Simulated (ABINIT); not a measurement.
Crystal: BaTiO3.

```
Ba Ti O
1.0
     2.82737    1.63238    2.31839
    -2.82737    1.63238    2.31839
     0.00000   -3.26476    2.31839
Ba Ti O
1 1 3
Direct
  0.00000 0.00000 0.00000
  0.48450 0.48450 0.48450
  0.50860 0.01750 0.50860
  0.01750 0.50860 0.50860
  0.50860 0.50860 0.01750
```

Base run:

- Program: ABINIT 10.8.3 (patched build)
- Functional: PW91
- Potentials or basis: JTH PAW PBE v2.0
- Cutoff: 762 eV
- k mesh: 7 × 7 × 7
- Occupations: fermi-dirac, width 0.05 eV
- Spin: no spin polarisation

Its results: band gap on the k mesh 2.45 eV, indirect (least direct gap 2.79 eV); pressure 5.2 GPa; largest force 0.177 eV/Å.

Task: The run is repeated on the same cell with these changes: functional from PW91 to WC. What comes out?

Result: Band gap on the k mesh 2.41 eV, indirect (least direct gap 2.74 eV); pressure -0.2 GPa; largest force 0.155 eV/Å.

WC binds more tightly than PW91, so the same cell stands under less pressure.

Caveats: this set's barium file shifts pressures by 1.5 GPa and gaps by 0.1 eV against other sets; the PAW data sets were made with another functional, which shifts forces and pressure a little; spin-orbit coupling is left out, which moves the levels of the heavy elements; the atomic spheres overlap.

A k mesh can miss the band edges.
